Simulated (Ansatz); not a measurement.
Take CsPbI$_{3}$ in the cubic perovskite structure (space group Pm-3m, No. 221; a = 6.3905 Å) as the base. Axes: x, y, z lie along the cube axes.

Calculations: Ansatz (a quantum-chemistry and plane-wave program), PBE, PAW, cutoff 420 eV, without spin-orbit coupling.

Base values:

The pressure is 0.00 GPa and the band gap is 1.48 eV.

Modification: uniaxial strain ε_zz = +2.57 %, all other strain components held at zero, atoms relaxed at fixed cell.

Question: Estimate the effect on the pressure.

Answer: The pressure (mean of the normal stresses, compression positive) goes from zero to -0.33 GPa.

Question: How does this affect the band gap?

Answer: The band gap falls by 0.03 eV (1.48 eV → 1.45 eV).

Question: Estimate the effect on the electron mass.

Answer: The electron mass is 0.078 mₑ along z, 0.74 mₑ across (at R).

Question: Predict the new energy relative to the base.

Answer: The energy grows by 3.3 meV/atom.

Spin-orbit coupling, missing from the scalar runs, can matter with I and Pb. Effective masses come from finite differences of ±0.01 Å⁻¹. Whether these cells are dynamically stable was not tested. Many cubic perovskites are stable only at high temperature; tilts and polar distortions were not tested. This is not the structure that CsPbI3 has at room temperature and ambient pressure.
